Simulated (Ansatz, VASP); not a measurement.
## One calculation of Sn, two programs

File INCAR:

```
PREC = Accurate
ENCUT = 600
EDIFF = 1E-6
ISMEAR = -1
SIGMA = 0.05
LREAL = False
LASPH = True
NELM = 60
ALGO = Fast
ISIF = 3
LWAVE = False
LCHARG = False
GGA = PS
IVDW = 13
IBRION = 2
NSW = 60
EDIFFG = -0.01
```

File KPOINTS:

```
regular mesh
0
Gamma
  10 10 10
```

The input POSCAR:

```
Sn
1.0
   -1.8946518192      1.8946518192      1.8946518192
    1.8946518192     -1.8946518192      1.8946518192
    1.8946518192      1.8946518192     -1.8946518192
Sn
1
Direct
    0.0000000000      0.0000000000      0.0000000000
```

Contents of input.yaml:

```yaml
crystal:
  lattice:
    - [-1.8946518192, 1.8946518192, 1.8946518192]
    - [1.8946518192, -1.8946518192, 1.8946518192]
    - [1.8946518192, 1.8946518192, -1.8946518192]
  atoms:
    - { symbol: Sn, position: [0.0, 0.0, 0.0] }
hamiltonian:
  xc: pbesol
  pseudopotentials: { kind: paw }
  dispersion: d4
kpoints:
  mp_grid: { grid: [10, 10, 10] }
scf:
  occupations: { method: fermi_dirac, width: 0.05 }
output:
  forces: true
  stress: true
  eigenvalues: true
  write_density: true
  write_potential: true
  elf: true
  volumetric_format: npy
relax:
  f_tol: 0.01
  max_steps: 40
  cell: { stress_tol: 0.05 }
```

This isn't the form of Sn at room conditions, which is tetragonal (white tin).

Alike in both runs: task relaxation of cell and atoms; functional PBEsol; dispersion D4; k mesh 10 × 10 × 10; occupations fermi-dirac, width 0.05 eV; no spin polarisation.

|  | VASP | Ansatz |
| --- | --- | --- |
| version | VASP 6.6.1 | Ansatz 0.2.0 |
| potentials or method | VASP PAW PBE potentials, release 64 (Sn_d) | Ansatz PAW |
| plane-wave cutoff (eV) | 600 | 420 |
| valence electrons in the cell | 14 | 14 |

VASP gave:

```
gap on the k mesh at the Fermi level, each at its own relaxed structure (eV) : none
relaxed volume (Å³/atom)                                                     : 25.23
relaxed cell length with the largest relative difference (Å)                 : 3.200
energy change over the relaxation (meV/atom)                                 : -24
```

Question: Estimate Ansatz's values.

Answer: gap on the k mesh at the Fermi level, each at its own relaxed structure (eV): none; relaxed volume (Å³/atom): 25.26; relaxed cell length with the largest relative difference (Å): 3.202; energy change over the relaxation (meV/atom): -24.

A gap of «none» marks a metal or a gap that the smearing closes.

Caveats: pairwise dispersion overbinds metals, which lowers pressure and volume; the PAW data sets were made with another functional, which shifts forces and pressure a little (VASP); the plane-wave basis is chosen anew once the cell has moved, so the energies of steps on either side of that aren't comparable (Ansatz); the PAW data sets come from PBE, with cores solved anew for the run's functional, which leaves a small shift of forces and pressure (Ansatz).
